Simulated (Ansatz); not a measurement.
# Where the states of Mg2Si lie

Space group Fm-3m (No. 225). a = 6.365 Å, b = 6.365 Å, c = 6.365 Å, α = 90.00°, β = 90.00°, γ = 90.00°
```json
{"atom": "Si", "site": "4a", "symmetry": "m-3m", "x": "0.0000", "y": "0.0000", "z": "0.0000"}
{"atom": "Mg", "site": "8c", "symmetry": "-43m", "x": "0.2500", "y": "0.7500", "z": "0.7500"}
```

The runs use the primitive cell with vectors (0.000, 3.182, 3.182), (3.182, 0.000, 3.182), (3.182, 3.182, 0.000) Å, to which the k mesh refers.

The cell was built from the fluorite type and relaxed in the same program, and has space group Fm-3m; it needn't be a known or the stable phase.

All numbers below come from DFT, PBE, all-electron LAPW, scalar-relativistic (Ansatz 0.2.0).

The runs use a Γ-centred 10×10×10 k mesh, Fermi–Dirac smearing of 0.05 eV, basis error target 1 meV/atom, no spin polarisation.

States per eV and cell, averaged over 0.4 eV, from -9.1 to 1.9 eV, with energies (bin centres) from the valence-band top; empty bins are left out. The partial columns, the largest 3 alone, are projections on Löwdin-orthogonalised atomic shells (those that the program's projection atoms carry: the occupied ones and, for some elements, an empty d or f shell; other empty shells have no column), summed over atoms of an element. Weights on diffuse s and p shells depend on that basis and aren't pure angular character.

```tsv
E (eV)	total	Si 3p	Mg 3s	Si 3s
-9.0	0.16	0.00	0.09	0.07
-8.6	0.47	0.01	0.23	0.22
-8.2	0.75	0.02	0.30	0.42
-7.8	1.37	0.03	0.39	0.93
-7.4	1.87	0.02	0.27	1.55
-7.0	0.38	0.00	0.01	0.35
-4.6	0.31	0.20	0.10	0.01
-4.2	1.64	1.01	0.53	0.07
-3.8	1.56	0.97	0.42	0.14
-3.4	0.99	0.63	0.22	0.10
-3.0	1.18	0.78	0.27	0.09
-2.6	1.14	0.79	0.22	0.07
-2.2	1.54	1.17	0.19	0.06
-1.8	1.92	1.57	0.14	0.05
-1.4	1.78	1.50	0.09	0.03
-1.0	1.68	1.47	0.04	0.02
-0.6	0.99	0.90	0.02	0.01
-0.2	0.28	0.27	0.00	0.00
0.2	0.04	0.00	0.01	0.00
0.6	0.32	0.01	0.10	0.01
1.0	0.74	0.04	0.27	0.01
1.4	1.25	0.09	0.45	0.05
1.8	2.24	0.20	0.77	0.14
```

**Question.** Which of the resolved shells contributes most in the top eV of the valence band?

**Answer.** Si 3p, with 90 % of all states there; Mg 3s follows with 2 %.
